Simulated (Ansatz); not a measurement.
# S: do energies and stresses tell the same story?

Method: DFT PBEsol, scalar-relativistic, plane waves, PAW (Ansatz 0.2.0).

Settings: cutoff 420 eV, Γ-centred mesh 6×6×6 on the computed 6-atom cell, Gaussian smearing of 0.02 eV; no spin polarisation.

Relaxed cell: R-3, a = 10.419 Å, b = 10.419 Å, c = 4.377 Å, α = 90.00°, β = 90.00°, γ = 120.00°, 6 atoms in the primitive cell. This form isn't the element's structure at ambient conditions.

Energies at zero smearing and pressures from the stress tensor, at volumes with shape and atoms relaxed:
```json
{"V (Å³/atom)": "21.487", "E − E(first) (meV/atom)": "0.00", "P (GPa)": "0.572"}
{"V (Å³/atom)": "22.172", "E − E(first) (meV/atom)": "-1.72", "P (GPa)": "0.247"}
{"V (Å³/atom)": "22.858", "E − E(first) (meV/atom)": "-2.25", "P (GPa)": "-0.004"}
{"V (Å³/atom)": "23.544", "E − E(first) (meV/atom)": "-1.87", "P (GPa)": "-0.161"}
{"V (Å³/atom)": "24.229", "E − E(first) (meV/atom)": "-0.96", "P (GPa)": "-0.282"}
```

Check P = −dE/dV between neighbouring volumes, and get the bulk modulus from the pressures alone.

With 1 eV/Å³ = 160.2 GPa:
```
middle V (Å³/atom)  −ΔE/ΔV (GPa) mean P (GPa)
            21.829         0.402         0.409
            22.515         0.122         0.122
            23.201        -0.087        -0.083
            23.887        -0.212        -0.222
```

The two differ by 0.010 GPa at most. The mean of two end pressures misses the average over a step by about ΔV² P″/12, up to 0.008 GPa here; with that taken off 0.009 GPa remains. Around V = 22.858 Å³/atom, the two neighbours give B = −V ΔP/ΔV = 22.858 × 0.408 / 1.371 = 6.8 GPa, against B0 = 6.6 GPa from the Birch–Murnaghan fit of the energies, which describes these points poorly (B0' = 11.9).

The cell holds molecules, and where no dispersion correction was added their binding is poorly described.

Cost: 6 runs of about 4.6 core-minutes in all, on Arm Neoverse V2 (shared hosts).